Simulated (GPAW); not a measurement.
Input of a GPAW 26.7.0 run:

run.py

```python
from ase.dft.bandgap import bandgap
from ase.io import read, write
from ase.units import GPa
from gpaw import GPAW, PW

atoms = read('POSCAR')

calc = GPAW(mode=PW(600),
            xc='revPBE',
            kpts={'size': (11, 11, 11), 'gamma': True},
            occupations={'name': 'fermi-dirac', 'width': 0.05},
            nbands=14,
            convergence={'density': 1e-05, 'energy': 1e-05},
            maxiter=150,
            txt='gpaw.txt')
atoms.calc = calc
energy = atoms.get_potential_energy()
forces = atoms.get_forces()
stress = atoms.get_stress()
calc.write('gs.gpw')
write('result.traj', atoms)
print(f'Energy: {energy:.6f} eV')
print('Forces (eV/A):')
print(forces.round(4))
print('Stress (GPa):', (stress / GPa).round(3))
print('Fermi level:', round(calc.get_fermi_level(), 4), 'eV')
print(f'Gap: {bandgap(calc)[0]:.4f} eV, direct: {bandgap(calc, direct=True)[0]:.4f} eV')
```

Contents of POSCAR:

```
Ti
1.0
   -1.6410000000      1.6410000000      1.6410000000
    1.6410000000     -1.6410000000      1.6410000000
    1.6410000000      1.6410000000     -1.6410000000
Ti
1
Direct
    0.0000000000      0.0000000000      0.0000000000
```

Potentials or basis: the program's PAW data sets (release 1.2.1) made for this functional, pw.

The run is started by

```console
$ OMP_NUM_THREADS=1 python run.py
```

**Question.** What does it give for the band gap on the k mesh?

**Answer.** None (metal or under the smearing width).

**Question.** What does it give for the pressure?

**Answer.** -0.7 GPa.
